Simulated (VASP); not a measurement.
# MoS2 in VASP: relaxation of the atoms with PBE+D3(BJ)

Aim: the relaxation of the atoms of MoS2 with PBE+D3(BJ).

Everything below comes from runs of VASP 6.6.1. Logs are shortened: lines on timing, memory, paths and dates and some standing lists are left out, and cuts for length are marked.

**1. Starting point**

The cell holds a sheet with vacuum, 3 atoms: a = 3.192 Å, b = 3.192 Å, c = 21.130 Å, α = 90.00°, β = 90.00°, γ = 120.00°.

The cell was built by a generator and needn't be a form met in nature.

**2. Relaxation of the atoms, PBE+D3(BJ)**

The input, INCAR:

```
SYSTEM = MoS2
PREC     = Accurate       ! precision mode
ENCUT    = 520            ! plane-wave cutoff, eV
EDIFF    = 1E-6           ! SCF threshold, eV
ISMEAR   = -1             ! smearing method
SIGMA    = 0.05           ! smearing width, eV
LREAL    = .FALSE.        ! projectors in reciprocal space
LASPH    = .TRUE.         ! aspherical terms in the spheres
NELM     = 60             ! most SCF steps
ALGO     = Fast           ! electronic algorithm
ISIF     = 2              ! what is computed and relaxed
LWAVE    = .FALSE.        ! write WAVECAR
LCHARG   = .FALSE.        ! write CHGCAR
GGA      = PE             ! functional
IVDW     = 12             ! dispersion correction
IBRION   = 2              ! ionic algorithm
NSW      = 60             ! ionic steps
EDIFFG   = -0.01          ! ionic threshold
```

The input, KPOINTS:

```
regular mesh
0
G
  10 10 1
  0 0 0
```

The input, POSCAR:

```
MoS2
1.0
    3.1916000000      0.0000000000      0.0000000000
   -1.5958000000      2.7640066787      0.0000000000
    0.0000000000      0.0000000000     21.1300000000
S Mo
2 1
Direct
    0.6666666667      0.3333333333      0.4259346900
    0.6666666667      0.3333333333      0.5740653100
    0.3333333333      0.6666666667      0.5000000000
```

Potentials or basis: VASP PAW PBE potentials, release 64 (S, Mo_sv).

On the command line:

```sh
$ cat potpaw_PBE.64/S/POTCAR potpaw_PBE.64/Mo_sv/POTCAR > POTCAR
$ mpirun -np 1 vasp_std > vasp.out
```

OUTCAR:

```text
SYSTEM = MoS2
   PREC = Accurate
   ENCUT = 520
   EDIFF = 1E-6
   ISMEAR = -1
   LREAL = .FALSE.
   LASPH = .TRUE.
   NELM = 60
   ISIF = 2
   GGA = PE
   IVDW = 12
   IBRION = 2
   NSW = 60
   EDIFFG = -0.01
 IVDW          = 12

 ion  position               nearest neighbor table
   1  0.667  0.333  0.426-   3 2.42   3 2.42   3 2.42
   2  0.667  0.333  0.574-   3 2.42   3 2.42   3 2.42
   3  0.333  0.667  0.500-   1 2.42   2 2.42   1 2.42   2 2.42   1 2.42   2 2.42

  LATTYP: Found a hexagonal cell.
 ALAT       =     3.1916000000
 C/A-ratio  =     6.6205038225

  Lattice vectors:

 A1 = (   3.1916000000,   0.0000000000,   0.0000000000)
 A2 = (  -1.5958000000,   2.7640066787,   0.0000000000)
 A3 = (   0.0000000000,   0.0000000000,  21.1300000000)

Analysis of symmetry for initial positions (statically):
=====================================================================
 Subroutine PRICEL returns:
 Original cell was already a primitive cell.

 Routine SETGRP: Setting up the symmetry group for a
 hexagonal supercell.

 Subroutine GETGRP returns: Found 12 space group operations
 (whereof 12 operations were pure point group operations)
 out of a pool of 24 trial point group operations.

The static configuration has the point symmetry D_3h.

Analysis of symmetry for dynamics (positions and initial velocities):
=====================================================================
 Subroutine PRICEL returns:
 Original cell was already a primitive cell.

 Routine SETGRP: Setting up the symmetry group for a
 hexagonal supercell.

 Subroutine GETGRP returns: Found 12 space group operations
 (whereof 12 operations were pure point group operations)
 out of a pool of 24 trial point group operations.

The dynamic configuration has the point symmetry D_3h.

 Subroutine INISYM returns: Found 12 space group operations
 (whereof 12 operations are pure point group operations),
 and found     1 'primitive' translations

----------------------------------------------------------------------------------------

                                     Primitive cell

  volume of cell :     186.4005

  direct lattice vectors                    reciprocal lattice vectors
     3.191600000  0.000000000  0.000000000     0.313322471  0.180896813  0.000000000
    -1.595800000  2.764006679  0.000000000     0.000000000  0.361793627  0.000000000
     0.000000000  0.000000000 21.130000000     0.000000000  0.000000000  0.047326077

  length of vectors
     3.191600000  3.191600000 21.130000000     0.361793627  0.361793627  0.047326077

  position of ions in fractional coordinates (direct lattice)
     0.666666667  0.333333333  0.425934690
     0.666666667  0.333333333  0.574065310
     0.333333333  0.666666667  0.500000000

  ion indices of the primitive-cell ions
   primitive index   ion index
                 1           1
                 2           2
                 3           3

----------------------------------------------------------------------------------------

 KPOINTS: regular mesh

Automatic generation of k-mesh.
 Grid dimensions read from file:
 generate k-points for:   10   10    1

 Generating k-lattice:

  Cartesian coordinates                     Fractional coordinates (reciprocal lattice)
     0.031332247  0.018089681  0.000000000     0.100000000  0.000000000  0.000000000
     0.000000000  0.036179363  0.000000000     0.000000000  0.100000000  0.000000000
     0.000000000  0.000000000  0.047326077     0.000000000  0.000000000  1.000000000

  Length of vectors
     0.036179363  0.036179363  0.047326077

  Shift w.r.t. Gamma in fractional coordinates (k-lattice)
     0.000000000  0.000000000  0.000000000

 Subroutine IBZKPT returns following result:
 ===========================================

 Found     14 irreducible k-points:

 Following reciprocal coordinates:
            Coordinates               Weight
  0.000000  0.000000  0.000000      1.000000
  0.100000  0.000000  0.000000      6.000000
  0.200000  0.000000  0.000000      6.000000
  0.300000  0.000000  0.000000      6.000000
  0.400000  0.000000  0.000000      6.000000
  0.500000  0.000000  0.000000      3.000000
  0.100000  0.100000  0.000000      6.000000
  0.200000  0.100000  0.000000     12.000000
  0.300000  0.100000  0.000000     12.000000
  0.400000  0.100000  0.000000     12.000000
  0.200000  0.200000  0.000000      6.000000
  0.300000  0.200000  0.000000     12.000000
  0.400000  0.200000  0.000000      6.000000
  0.300000  0.300000  0.000000      6.000000
   k-points           NKPTS =     14   k-points in BZ     NKDIM =     14   number of bands    NBANDS=     17
   number of dos      NEDOS =    301   number of ions     NIONS =      3
   total plane-waves  NPLWV =  92160
   dimension x,y,z NGX =    24 NGY =   24 NGZ =  160
   dimension x,y,z NGXF=    48 NGYF=   48 NGZF=  320
   ions per type =               2   1
   NGX,Y,Z   is equivalent  to a cutoff of  12.50, 12.50, 12.59 a.u.
   NGXF,Y,Z  is equivalent  to a cutoff of  25.00, 25.00, 25.18 a.u.
 SYSTEM =  MoS2
   PREC   = accura    normal or accurate (medium, high low for compatibility)
   ISTART =      0    job   : 0-new  1-cont  2-samecut
   ICHARG =      2    charge: 1-file 2-atom 10-const
   ISPIN  =      1    spin polarized calculation?
   LNONCOLLINEAR =      F non collinear calculations
   LSORBIT =      F    spin-orbit coupling
   LASPH  =      T    aspherical Exc in radial PAW
   ENCUT  =  520.0 eV  38.22 Ry    6.18 a.u.   5.93  5.93 39.29*2*pi/ulx,y,z
   NELM   =     60;   NELMIN=  2; NELMDL= -5     # of ELM steps
   EDIFF  = 0.1E-05   stopping-criterion for ELM
   LREAL  =      F    real-space projection
   EDIFFG = -.1E-01   stopping-criterion for IOM
   NSW    =     60    number of steps for IOM
   IBRION =      2    ionic relax: 0-MD 1-quasi-New 2-CG
   NFREE  =      1    steps in history (QN), initial steepest desc. (CG)
   ISIF   =      2    stress and relaxation
   ISYM   =      2    0-nonsym 1-usesym 2-fastsym
   POTIM  = 0.5000    time-step for ionic-motion
   TEBEG  =    0.0;   TEEND  =   0.0 temperature during run
   PSTRESS=    0.0 pullay stress
   NELECT =      26.0000    total number of electrons
   NUPDOWN=      -1.0000    fix difference up-down
   EMIN   =  10.00;   EMAX   =-10.00  energy-range for DOS
   EFERMI =   0.00;   METHOD = LEGACY
   ISMEAR =    -1;   SIGMA  =   0.05  broadening in eV -4-tet -1-fermi 0-gaus
   EFERMI_NEDOS =   21; number of points for ismear=-14 and -15
   IALGO  =     68    algorithm
   IMIX   =      4    mixing-type and parameters
     AMIX     =   0.40;   BMIX     =  1.00
     AMIX_MAG =   1.60;   BMIX_MAG =  1.00
  volume/ion in A,a.u.               =      62.13       419.30
  Fermi-wavevector in a.u.,A,eV,Ry     =   0.849018  1.604412  9.807510  0.720832
  Thomas-Fermi vector in A             =   1.964773
   LORBIT       =      0    0 simple, 1 ext, 2 COOP (PROOUT), +10 PAW based schemes
   GGA     = PE    functional components
   LHFCALC =     F    Hartree Fock is set to
   AEXX    =    0.0000 exact exchange contribution
   IVDW    =    12    specifies the selected vdW correction
   LEPSILON=     F    determine dielectric tensor
   LRPA    =     F    only Hartree local field effects (RPA)
 conjugate gradient relaxation of ions
 non-spin polarized calculation
 RMM-DIIS sequential band-by-band and
  energy-cutoff  :      520.00
  volume of cell :      186.40
 maximum number of plane-waves:      5060
 NGX is ok and might be reduce to    24
   NGX = 11   NGY = 11   NGZ = 79

--------------------------------------- Ionic step        1  -------------------------------------------

 number of electron      26.0000000 magnetization

 Free energy of the ion-electron system (eV)
  ---------------------------------------------------
  ext. energy  EPLUGINS =         0.00000000
  ---------------------------------------------------
  free energy    TOTEN  =       -21.85189022 eV

  energy without entropy =      -21.85189021  energy(sigma->0) =      -21.85189021

------------------------ aborting loop because EDIFF is reached ----------------------------------------

 Edisp (eV)   -0.93537

 E8    (eV) :    -0.4046

  FORCE on cell =-STRESS in cart. coord.  units (eV):
  Direction    XX          YY          ZZ          XY          YZ          ZX
  --------------------------------------------------------------------------------------
  -------------------------------------------------------------------------------------
  Total      -1.29486    -1.29486    -0.64464    -0.00000    -0.00000    -0.00000
  in kB     -11.12977   -11.12977    -5.54088    -0.00000    -0.00000    -0.00000
  external pressure =       -9.27 kB  Pullay stress =        0.00 kB

 VOLUME and BASIS-vectors are now :
 -----------------------------------------------------------------------------
  energy-cutoff  :      520.00
  volume of cell :      186.40
      direct lattice vectors                 reciprocal lattice vectors
     3.191600000  0.000000000  0.000000000     0.313322471  0.180896813  0.000000000
    -1.595800000  2.764006679  0.000000000     0.000000000  0.361793627  0.000000000
     0.000000000  0.000000000 21.130000000     0.000000000  0.000000000  0.047326077
[... 42 lines left out ...]
 POSITION                                       TOTAL-FORCE (eV/Angst)
 -----------------------------------------------------------------------------------
      1.59580      0.92134      9.00954         0.000000     -0.000000      0.019807
      1.59580      0.92134     12.12046         0.000000      0.000000     -0.019807
     -0.00000      1.84267     10.56500         0.000000      0.000000      0.000000
 -----------------------------------------------------------------------------------
    total drift:                                0.000000     -0.000000     -0.000000

  FREE ENERGIE OF THE ION-ELECTRON SYSTEM (eV)
  ---------------------------------------------------
  free  energy   TOTEN  =       -22.7893547012 eV

  energy  without entropy=      -22.7893546968  energy(sigma->0) =      -22.78935470

--------------------------------------- Ionic step        3  -------------------------------------------

 number of electron      25.9999999 magnetization

 Free energy of the ion-electron system (eV)
  ---------------------------------------------------
  ext. energy  EPLUGINS =         0.00000000
  ---------------------------------------------------
  free energy    TOTEN  =       -21.85187344 eV

  energy without entropy =      -21.85187343  energy(sigma->0) =      -21.85187343

 E-fermi :  -1.3821     XC(G=0):  -3.6041

 val. band max:       -2.2180481526   @ k =   0.0000   0.0000   0.0000
 cond. band min:      -0.4966662510   @ k =   0.3000   0.3000   0.0000
 fundamental gap:      1.7213819016
 Fermi energy:        -1.3820890281

 k-point     1 :       0.0000    0.0000    0.0000
  band No.  band energies     occupation
      1     -63.1322      2.00000
      2     -37.2673      2.00000
      3     -37.0746      2.00000
      4     -37.0746      2.00000
      5     -16.3263      2.00000
      6     -15.0050      2.00000
[... 9 lines left out ...]
     16       0.7504      0.00000
     17       0.7504      0.00000
[... 284 lines left out ...]
 POSITION                                       TOTAL-FORCE (eV/Angst)
 -----------------------------------------------------------------------------------
      1.59580      0.92134      9.01056         0.000000      0.000000      0.000412
      1.59580      0.92134     12.11944         0.000000     -0.000000     -0.000412
     -0.00000      1.84267     10.56500        -0.000000      0.000000      0.000000
 -----------------------------------------------------------------------------------
    total drift:                                0.000000     -0.000000     -0.000000

  FREE ENERGIE OF THE ION-ELECTRON SYSTEM (eV)
  ---------------------------------------------------
  free  energy   TOTEN  =       -22.7893801463 eV

  energy  without entropy=      -22.7893801416  energy(sigma->0) =      -22.78938014

 reached required accuracy - stopping structural energy minimisation
```

Run time: 53 s. Hardware: 1 thread of Intel Xeon Platinum 8488C (Sapphire Rapids), shared host; peak memory 0.31 GiB.

Results:

```
Free energy                : -22.7894 eV
Energy gained by relaxing  : 0.7 meV/atom
Ionic steps                : 3
Band gap on the k mesh     : 1.72 eV, indirect (least direct gap 1.91 eV)
Dispersion energy per atom : -0.313 eV
```

The path:
| step | energy change (eV) | largest force (eV/Å) | pressure (GPa) |
| --- | --- | --- | --- |
| 1 | 0.0000 | 0.1978 | -0.93 |
| 2 | -0.0021 | 0.0198 | -0.66 |
| 3 | -0.0021 | 0.0004 | -0.64 |

Final structure:
```cif
data_structure
_symmetry_space_group_name_H-M 'P 1'
_symmetry_Int_Tables_number 1
_cell_length_a 3.1916
_cell_length_b 3.1916
_cell_length_c 21.1300
_cell_angle_alpha 90.000
_cell_angle_beta 90.000
_cell_angle_gamma 120.000
_cell_volume 186.40
loop_
_atom_site_label
_atom_site_type_symbol
_atom_site_fract_x
_atom_site_fract_y
_atom_site_fract_z
_atom_site_occupancy
S1 S 0.66667 0.33333 0.42643 1
S2 S 0.66667 0.33333 0.57357 1
Mo1 Mo 0.33333 0.66667 0.50000 1
```

Levels at points of the mesh, in eV from the valence-band top:
| k point | band 9 | band 10 | band 11 | band 12 | band 13 | band 14 | band 15 | band 16 | band 17 |
| --- | --- | --- | --- | --- | --- | --- | --- | --- | --- |
| (0.00, 0.00, 0.00) | -2.69 | -1.77 | -1.58 | -1.58 | 0.00 | 2.70 | 2.70 | 2.97 | 2.97 |
| (0.50, 0.00, 0.00) | -4.11 | -3.22 | -1.88 | -1.06 | -0.66 | 2.17 | 2.69 | 3.84 | 4.28 |

PBE gaps usually lie below the measured ones, often by a third to a half.
